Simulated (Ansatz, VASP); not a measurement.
Ir in VASP and in Ansatz

```
Ir
1.0
     2.78480    0.00000    0.00000
    -1.39240    2.41170    0.00000
     0.00000    0.00000    4.51660
Ir
2
Direct
  0.33333 0.66667 0.25000
  0.66667 0.33333 0.75000
```

Alike in both runs: task single point; functional PBE; k mesh 15 × 15 × 8; occupations fermi-dirac, width 0.1 eV; no spin polarisation.

```csv
,VASP,Ansatz
version,VASP 6.6.1,Ansatz 0.2.0
potentials or method,"VASP PAW PBE potentials, release 64 (Ir)","plane waves (420 eV) with PAW, scalar-relativistic"
plane-wave cutoff (eV),520,420
valence electrons in the cell,18,34
```

```tsv
	VASP	Ansatz	Ansatz less VASP
pressure (GPa)	-11.9	-12.3	-0.37
largest component of the traceless stress (GPa)	0.27	0.30	+0.029
```

The two sets of potentials don't hold the same shells in valence.

The runs have no spin-orbit coupling, so splittings on Ir are missing.
